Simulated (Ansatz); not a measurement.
Structure: KI built on the h-MgO prototype, at its r2SCAN minimum. It is hexagonal, P6_3/mmc (No. 194); conventional cell a = 6.039 Å, c = 7.039 Å, 55.58 Å³ an atom. K is surrounded by 5 I at 3.49–3.52 Å; I is surrounded by 5 K at 3.49–3.52 Å.

```
CELL_PARAMETERS angstrom
6.03883 0.00000 0.00000
-3.01941 5.22978 0.00000
0.00000 0.00000 7.03911
ATOMIC_POSITIONS crystal
K 0.33333 0.66667 0.25000
K 0.66667 0.33333 0.75000
I 0.66667 0.33333 0.25000
I 0.33333 0.66667 0.75000
```

3 runs of the PAW code Ansatz on this cell differ in the functional (and in the settings that go with it). Levels are in eV from each run's valence top; v1 is the last filled band, c1 the first empty one.

Run A, mean stress 0.0 GPa (compression positive):
```
point     v5     v3     v1    c1    c2    c3
    Γ  -0.55  -0.29   0.00  4.35  6.49  6.94
    M  -0.61  -0.50  -0.17  5.78  6.31  6.31
    K  -0.59  -0.44  -0.18  5.69  5.73  6.99
    A  -0.68  -0.44  -0.44  5.50  5.50  7.54
```

Run B, mean stress +0.3 GPa (compression positive):
```
point     v5     v3     v1    c1    c2    c3
    Γ  -0.54  -0.29   0.00  3.79  5.79  6.36
    M  -0.60  -0.51  -0.16  5.34  5.60  5.84
    K  -0.60  -0.44  -0.18  5.26  5.26  6.24
    A  -0.69  -0.43  -0.43  4.95  4.95  6.96
```

Run C, mean stress -1.0 GPa (compression positive):
```
point     v5     v3     v1    c1    c2    c3
    Γ  -0.56  -0.29   0.00  3.49  5.54  6.15
    M  -0.62  -0.53  -0.16  5.12  5.32  5.62
    K  -0.62  -0.45  -0.18  5.04  5.05  5.96
    A  -0.72  -0.44  -0.44  4.69  4.69  6.77
```

Problem. Match the runs to LDA, PBE, r2SCAN.

Solution. A is r2SCAN, B is PBE, C is LDA. In order of the gap: LDA 3.49, PBE 3.79, r2SCAN 4.35 eV.

The calculation is spin-unpolarised, and the structure need not be a phase that has been made.

Spin-orbit coupling is left out, which matters wherever the heavy atoms make up the band edges.
